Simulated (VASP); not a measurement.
Input of a VASP 6.6.1 run:

INCAR

```
SYSTEM = TiSe
PREC     = Accurate       ! precision mode
ENCUT    = 520            ! plane-wave cutoff, eV
EDIFF    = 1E-6           ! SCF threshold, eV
ISMEAR   = 0              ! smearing method
SIGMA    = 0.05           ! smearing width, eV
LREAL    = .False.        ! projectors in reciprocal space
LASPH    = .True.         ! aspherical terms in the spheres
NELM     = 80             ! most SCF steps
ALGO     = Normal         ! electronic algorithm
ISIF     = 2              ! what is computed and relaxed
LWAVE    = .False.        ! write WAVECAR
LCHARG   = .False.        ! write CHGCAR
ISPIN    = 2              ! spin polarisation
MAGMOM   = 1 0            ! initial moments
LORBIT   = 11             ! projections on sites
LMAXMIX  = 4              ! l up to which the mixer works
LDAU     = .True.         ! DFT+U
LDAUTYPE = 2            
LDAUL    = 2 -1           ! shell
LDAUU    = 2 0            ! U, eV
LDAUJ    = 0 0          
LDAUPRINT= 1            
GGA      = PS             ! functional
```

File KPOINTS:

```
Automatic mesh
0
Gamma
  5 5 5
  0 0 0
```

POSCAR

```
TiSe
1.0
    0.0000000000      3.1030036500      3.1030036500
    3.1030036500      0.0000000000      3.1030036500
    3.1030036500      3.1030036500      0.0000000000
Ti Se
1 1
Direct
    0.0000000000      0.0000000000      0.0000000000
    0.2500000000      0.2500000000      0.2500000000
```

Potentials or basis: VASP PAW PBE potentials, release 64 (Ti_sv, Se).

Run with:

```bash
$ cat potpaw_PBE.64/Ti_sv/POTCAR potpaw_PBE.64/Se/POTCAR > POTCAR
$ mpirun -np 1 vasp_std > vasp.out
```

**Question.** What does it give for the pressure?

**Answer.** -4.4 GPa.

**Question.** Estimate the site moments.

**Answer.** Ti +1.66; Se -0.06 μB.

Eigenvalues of the final occupation matrices:
| site | spin | trace | eigenvalues |
| --- | --- | --- | --- |
| site 1 d | 1 | 1.81 | 0.10 0.10 0.10 0.76 0.76 |
| site 1 d | 2 | 0.17 | 0.01 0.01 0.05 0.05 0.05 |

Caveat: the PAW data sets were made with another functional, which shifts forces and pressure a little; an odd mesh through Γ misses points on the zone boundary, where band edges often lie. The state reached can hang on the start; a lower one may exist.
